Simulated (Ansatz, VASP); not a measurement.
## Two plane-wave programs on Mg

```
Mg
1.0
     3.19743    0.00000    0.00000
    -1.59871    2.76905    0.00000
     0.00000    0.00000    5.18385
Mg
2
Direct
  0.33333 0.66667 0.25000
  0.66667 0.33333 0.75000
```

Alike in both runs: functional PBE; k mesh 16 × 16 × 10; occupations gaussian, width 0.05 eV; no spin polarisation.

Ansatz relaxed the structure, and its values are those at the end. VASP's run is a single point on that final structure, the one shown.

```csv
,VASP,Ansatz
version,VASP 6.6.1,Ansatz 0.2.0
potentials or method,"VASP PAW PBE potentials, release 64 (Mg)","scalar-relativistic, plane waves, PAW"
plane-wave cutoff (eV),520,420
valence electrons in the cell,4,20
```

```tsv
	VASP	Ansatz	Ansatz less VASP
gap on the k mesh at the Fermi level (eV)	none	none	-
pressure (GPa)	-0.1	0.0	+0.13
```

A gap of «none» marks a metal or a gap that the smearing closes. The functional is the same, so the differences come from potentials, cutoffs and numerics. The two sets of potentials don't hold the same shells in valence.
